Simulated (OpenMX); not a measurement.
Runs of OpenMX 3.8.5 on P. The structure is orthorhombic, space group Cmce (No. 64). The conventional cell has a = 3.361 Å, b = 11.149 Å, c = 4.544 Å, α = 90.00°, β = 90.00°, γ = 90.00°. P (site symmetry m) is surrounded by 3 P at 2.23 to 2.28 Å. 

```tsv
cell	gap on the mesh (eV)	pressure (GPa)	largest force (eV/Å)
Cmce, 21.28 Å³/atom	0.22	0.6	(a)
Cmce, 22.13 Å³/atom	0.18	-1.7	0.66
Cmce, 20.46 Å³/atom	0.27	3.4	(b)
Cmce, 19.65 Å³/atom	0.19	6.9	1.04
Cmce, 18.85 Å³/atom	0.05	11.1	1.41
```

Alike in all rows: task band structure; level PBE; potentials or basis OpenMX 2013 PBE set, P7.0-s2p2d1f1, grid cutoff 300 Ry; no spin polarisation; k mesh 7 × 7 × 5; smearing fermi-dirac 0.05 eV.

Question: Fill in the values left out.

Answer: (a) 0.65; (b) 0.77.

Caveats: the basis of atomic orbitals isn't converged, which shifts pressures, moduli and gaps; the mesh misses the band edges, which the band path finds closer together (some runs); forces of over 1 eV/Å show positions far from the minimum, so gaps and moduli don't describe the material at rest (some runs).
